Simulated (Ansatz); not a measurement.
# BaTiO3 (P1) in Ansatz: single point with PBE

Aim: the single point of BaTiO3 with PBE.

All numbers are computed with Ansatz 0.2.0; they aren't measurements. Logs are shortened: lines on timing, memory, paths and dates and some standing lists are left out, and cuts for length are marked.

### Step 1. The crystal as given

The typed cell holds 10 atoms: a = 5.655 Å, b = 5.655 Å, c = 5.670 Å, α = 60.09°, β = 60.09°, γ = 60.00°.

### Step 2. Single point, PBE

Contents of input.yaml:

```yaml
crystal:
  lattice:
    - [2.82766816, -4.89766492, 0.0]
    - [5.65533632, 0.0, 0.0]
    - [2.82766816, -1.63255497, 4.63546322]
  atoms:
    - { symbol: Ba, position: [0.91779247, 0.96775091, 0.97383736] }
    - { symbol: Ba, position: [0.57742951, 0.65455723, 0.34893146] }
    - { symbol: Ti, position: [0.85544443, 0.70465259, 0.78240916] }
    - { symbol: Ti, position: [0.2254501, 0.19420324, 0.34593407] }
    - { symbol: O, position: [0.10783783, 0.46592468, 0.94251724] }
    - { symbol: O, position: [0.52682404, 0.06235204, 0.36075773] }
    - { symbol: O, position: [0.62664548, 0.39895374, 0.01956568] }
    - { symbol: O, position: [0.86136909, 0.0487807, 0.56098022] }
    - { symbol: O, position: [0.50457995, 0.98889507, 0.05291614] }
    - { symbol: O, position: [0.8179271, 0.5352298, 0.54825093] }
hamiltonian:
  xc: pbe
  pseudopotentials: { kind: paw }
kpoints:
  mp_grid: { grid: [4, 4, 4] }
scf:
  occupations: { method: fermi_dirac, width: 0.05 }
output:
  forces: true
  stress: true
  eigenvalues: true
```

Potentials or basis: Ansatz PAW.

Command:

```bash
> ansatz run input.yaml --threads 4 --pin off --max-ram 11264MiB --backend cpu --events-out ev --progress --plain --runs-dir out
```

The log of the run:

```text
Warning: RAYON_NUM_THREADS=4 ignored (pool sized by the plan → 4); use --threads N
Engine: ansatz 0.2.0, x86_64-unknown-linux-gnu
Pseudopotentials: kind: paw
Pseudopotential: Ba, paw, valence charge 10, recommended cutoff 420 eV (normal), Ba.paw.azcp
Pseudopotential: Ti, paw, valence charge 12, recommended cutoff 420 eV (normal), Ti.paw.azcp
Pseudopotential: O, paw, valence charge 6, recommended cutoff 420 eV (normal), O.paw.azcp
Functional definition: PBE
  parameter kappa = 0.804
  parameter beta = 0.06672455060314922
  exchange = pbe_x(kappa = kappa, mu = beta*pi^2/3)
  correlation = pbe_c(beta = beta)
Crystal: 10 atoms, lattice volume = 128.393 Å³
Basis set: ecut = 420 eV, 2499 PW (Γ), exchange–correlation on 80×80×80 points (8 copies of the dense FFT grid, shifted against one another)
Bands: 50, of which v1, the nominal top of the filled ones, is band 40 counted from 1 (39 counted from 0)
Symmetry: 1 space group operations
Space group: P1 (ITA 1), of the structure as read, at distance tolerance 5.0e-5 Å
k-points: 36 of 64 (time reversal used)
Non-local potential: Ba, projectors of the file, l = 0: 3, l = 1: 2, l = 2: 2, l = 3: 2
Non-local potential: Ti, projectors of the file, l = 0: 3, l = 1: 2, l = 2: 3, l = 3: 1
Non-local potential: O, projectors of the file, l = 0: 2, l = 1: 2, l = 2: 1
PAW form: soft (Blöchl's): semilocal exchange-correlation on the pseudo side does not see the compensation charge
PAW one-centre angular grid: Ba, 194 points (default); XC on 64 Gauss nodes
PAW one-centre angular grid: Ti, 590 points (default); XC on 64 Gauss nodes
PAW one-centre angular grid: O, 110 points (default); XC on 64 Gauss nodes
Initial density: superposition of atomic densities (neutral atoms: chi_scale 0, normalization atom), corrected by the library's trained network
Initial wavefunctions: pseudopotential atomic-orbital guess
Functional: x = pbe(κ = 0.804, μ = 0.2195149727645171), c = pbe(β = 0.06672455060314922)
SCF iter   1: F=—  HF=-20294.376724 eV  |F-HF|=—  |Δ(HF+E_count)|=         —  Δρ=2.38e-2  dr2=6.77e-1  ethr=1.77e-3  ⟨swp⟩=7.2  Hψ=8985  notcnv=0  defer=21
preconditioner: auto → Resta (q_TF=auto, 2.521 Å⁻¹)  ε∞=6.1  [insulator: Δε(μ)=0.654 eV  Ē_g=11.433 eV  σ=0.050 eV  W_gap=1.00  n_scr=26 (ndim 8)  ℏωp=25.8 eV  f_vac=0.044  D(μ)=0.01/eV (n_scr^D=0)  ε∞_Penn≈6.1]
SCF iter   2: F=—  HF=-20294.325154 eV  |F-HF|=—  |Δ(HF+E_count)|=   5.16e-2  Δρ=2.17e-2  dr2=6.79e-1  ethr=8.46e-4  ⟨swp⟩=2.8  Hψ=2961  notcnv=0  defer=36
SCF iter   3: F=—  HF=-20294.285610 eV  |F-HF|=—  |Δ(HF+E_count)|=   3.95e-2  Δρ=1.11e-2  dr2=1.69e-1  ethr=8.46e-4  ⟨swp⟩=2.0  Hψ=2238  notcnv=0  defer=36
SCF iter   4: F=—  HF=-20294.271305 eV  |F-HF|=—  |Δ(HF+E_count)|=   1.43e-2  Δρ=4.55e-3  dr2=2.49e-2  ethr=2.11e-4  ⟨swp⟩=2.0  Hψ=2369  notcnv=0  defer=57
automatic band count: iteration 4 solves 49 bands in place of 50: the levels show a gap, and the empty bands left out lie too high to hold charge; the band table lists the bands solved (type scf.n_extra_bands for more)
SCF iter   5: F=—  HF=-20294.269294 eV  |F-HF|=—  |Δ(HF+E_count)|=   2.01e-3  Δρ=1.40e-3  dr2=2.59e-3  ethr=3.12e-5  ⟨swp⟩=2.1  Hψ=3341  notcnv=0  defer=21
automatic band count: iteration 5 solves 48 bands in place of 49: the levels show a gap, and the empty bands left out lie too high to hold charge; the band table lists the bands solved (type scf.n_extra_bands for more)
SCF iter   6: F=—  HF=-20294.269386 eV  |F-HF|=—  |Δ(HF+E_count)|=   9.20e-5  Δρ=7.61e-4  dr2=8.24e-4  ethr=3.24e-6  ⟨swp⟩=2.0  Hψ=2370  notcnv=0  defer=21
SCF iter   7: F=—  HF=-20294.269520 eV  |F-HF|=—  |Δ(HF+E_count)|=   1.34e-4  Δρ=4.06e-4  dr2=2.95e-4  ethr=1.03e-6  ⟨swp⟩=2.0  Hψ=2335  notcnv=0  defer=21
SCF iter   8: F=—  HF=-20294.269522 eV  |F-HF|=—  |Δ(HF+E_count)|=   2.56e-6  Δρ=1.79e-4  dr2=4.85e-5  ethr=3.69e-7  ⟨swp⟩=2.3  Hψ=2825  notcnv=0  defer=21
SCF iter   9: F=—  HF=-20294.269526 eV  |F-HF|=—  |Δ(HF+E_count)|=   3.67e-6  Δρ=6.96e-5  dr2=6.95e-6  ethr=6.07e-8  ⟨swp⟩=2.0  Hψ=2751  notcnv=0  defer=21
SCF iter  10: F=—  HF=-20294.269528 eV  |F-HF|=—  |Δ(HF+E_count)|=   1.87e-6  Δρ=3.33e-5  dr2=1.48e-6  ethr=8.68e-9  ⟨swp⟩=2.0  Hψ=2434  notcnv=0  defer=21
SCF iter  11: F=—  HF=-20294.269528 eV  |F-HF|=—  |Δ(HF+E_count)|=   4.48e-7  Δρ=2.25e-5  dr2=6.22e-7  ethr=1.85e-9  ⟨swp⟩=2.0  Hψ=2652  notcnv=0  defer=21
SCF iter  12: F=-20294.269529 eV  HF=-20294.269529 eV  |F-HF|=2.81e-8  |Δ(HF+E_count)|=   9.84e-8  Δρ=6.03e-6  dr2=4.92e-8  ethr=1.25e-10  ⟨swp⟩=7.1  Hψ=7471  notcnv=0
SCF 1 converged in 12 iterations: F = -20294.269529 eV  dr2 = 4.92e-8
SCF converged after 12 iterations
Free energy (F): -20294.269529 eV
Harris-Foulkes:  -20294.269529 eV  (|F-HF|=2.81e-8)
Internal energy: -20294.266884 eV  (E = F + TS)
E sigma→0 (E₀):  -20294.268206 eV
Entropy (-TS):   -0.002644 eV (-0.264 meV/atom)
Fermi energy:    12.091254 eV
--- Per-component energies (eV) ---
  E_band       = -303.667371
  E_kinetic    = 2009.406620
  E_local      = -5218.194181  (includes V_loc(G=0)·N_el)
  E_nonlocal   = 429.888364
  E_hartree    = 2110.003483
  E_xc         = -994.606873
  E_vxc        = -1108.457480  (∫ρ·V_xc dr)
  E_paw        = -13503.963790  (= ΣΔE_a)
  E_vpaw       = -636.333720  (= ΣTr[D̂ρ^β])
  E_aug_tail   = 0.015089  (compensation charges beyond the density's cutoff)
  E_ewald      = -5126.815596
  E_smearing   = -0.002644  (= −TS)
  E_closure    = 0.000000  (closes the sum)
  Σ components = -20294.269529   (vs F -20294.269529, Δ=0.00e0)
--- Forces (eV/Å), atoms counted from 1 ---
  atom   1  Ba     9.75325023    -9.63349319    -1.00109059
  atom   2  Ba   -17.52349615     3.47141621     9.59965451
  atom   3  Ti    -9.45581565     4.79589823    -1.33201499
  atom   4  Ti     2.16563327    10.90766865    -4.95557538
  atom   5  O     -0.39826937    -2.80418358     0.91073993
  atom   6  O      4.82945279    -7.18943438     8.12226542
  atom   7  O      4.37392953     2.27432104    -0.20542663
  atom   8  O      1.12871033    -1.09982541    -4.59169240
  atom   9  O      0.99969899    10.45356661    -8.93590830
  atom  10  O      4.12687619   -11.17592598     2.38893775
  max |Σ_I F_I| component: 1.11e-4 eV/Å
--- Stress (GPa, compression-positive) ---
       61.968814      -2.595131      -6.966470
       -2.595136      67.896093     -21.230138
       -6.966468     -21.230141      64.369777
  P = ⅓ Tr σ = 64.7449 GPa (647.449 kbar)
--- Band table (eV; the first three rows and the last of 36) ---
  k-point 0: bands = ["-46.0632", "-45.6190", "-23.2808", "-22.3831", "-22.3359", "-22.2485", "-22.1787", "-21.9683", "-16.2742", "-14.0837", "-9.3756", "-7.6515", "-6.9576", "-6.4347", "-6.2869", "-5.1898", "-1.9500", "-0.4446", "-0.1785", "0.2355", "1.5330", "2.0448", "4.3499", "5.8441", "6.1147", "6.5354", "6.9974", "7.0649", "7.3592", "7.6777", "7.7573", "7.9894", "8.2184", "8.4845", "8.9109", "9.3342", "9.7856", "10.6427", "11.3803", "11.8285", "12.3755", "12.8894", "13.2450", "13.5977", "14.2101", "14.2523", "14.7460", "15.2973"]
  k-point 1: bands = ["-46.0632", "-45.6190", "-23.2816", "-22.3846", "-22.3301", "-22.2558", "-22.1798", "-21.9687", "-16.2175", "-14.1504", "-9.3750", "-7.7704", "-6.8074", "-6.4914", "-6.3775", "-5.0441", "-1.8371", "-0.4857", "-0.1965", "0.4387", "1.6245", "1.9219", "4.4414", "5.6560", "5.8699", "6.3555", "6.7242", "7.1028", "7.2753", "7.3713", "7.9047", "8.2069", "8.3345", "8.5637", "8.8586", "9.2745", "10.0668", "10.4901", "11.2381", "11.6620", "12.4593", "13.0207", "13.2385", "13.6449", "14.1712", "14.4112", "14.6310", "15.1818"]
  k-point 2: bands = ["-46.0632", "-45.6190", "-23.2825", "-22.3860", "-22.3234", "-22.2636", "-22.1811", "-21.9690", "-16.1574", "-14.2200", "-9.3747", "-7.8621", "-6.6863", "-6.5530", "-6.4416", "-4.9153", "-1.7242", "-0.4986", "-0.2140", "0.6506", "1.5942", "1.8961", "4.4938", "5.4547", "5.6946", "6.4879", "6.5552", "6.7155", "7.1178", "7.3709", "7.8598", "8.2811", "8.3713", "8.6743", "8.8441", "9.3992", "10.1629", "10.3658", "11.1198", "11.5929", "12.6275", "13.0383", "13.3177", "13.5367", "14.1738", "14.5830", "14.8144", "14.9853"]
  k-point 35: bands = ["-46.0632", "-45.6190", "-23.2810", "-22.3809", "-22.3361", "-22.2516", "-22.1870", "-21.9689", "-16.2030", "-14.1218", "-9.4207", "-7.9212", "-6.9335", "-6.5128", "-6.2345", "-4.8795", "-1.8864", "-0.2920", "-0.0740", "0.3253", "1.5140", "2.2759", "4.5934", "5.2472", "6.0097", "6.3017", "6.6833", "6.9982", "7.2191", "7.5366", "7.8309", "7.8857", "8.3285", "8.4623", "8.6743", "9.3765", "9.5669", "10.6601", "11.3793", "11.8002", "12.3265", "12.9323", "13.1695", "13.5577", "14.3164", "14.3830", "14.8308", "15.2789"]
```

It took 2.2 s on 4 threads of AMD EPYC 9R45 (Zen 5), shared host; peak memory 0.6 GiB.

What came out:

| Item | Value |
| --- | --- |
| Free energy | -20294.2695 eV |
| Pressure | 64.7 GPa |
| Largest force | 20.280 eV/Å |
| Band gap on the k mesh | 0.37 eV, indirect (least direct gap 0.44 eV) |

Forces on the atoms (eV/Å):
```
Ba    9.753  -9.633  -1.001
Ba  -17.523   3.471   9.600
Ti   -9.456   4.796  -1.332
Ti    2.166  10.908  -4.956
O    -0.398  -2.804   0.911
O     4.829  -7.189   8.122
O     4.374   2.274  -0.205
O     1.129  -1.100  -4.592
O     1.000  10.454  -8.936
O     4.127 -11.176   2.389
```

Stress tensor (GPa, compression positive):
```
 61.97  -2.60  -6.97
 -2.60  67.90 -21.23
 -6.97 -21.23  64.37
```

Caveat: a pressure of tens of GPa on the cell as given is suspect, and the run, the potentials or the cell itself is likely at fault; the pressure holds a Pulay correction of +0.5 GPa for the finite cutoff; spin-orbit coupling is left out, which moves the levels of the heavy elements; forces of over 1 eV/Å show positions far from the minimum, so gaps and moduli don't describe the material at rest. A k mesh can miss the band edges.
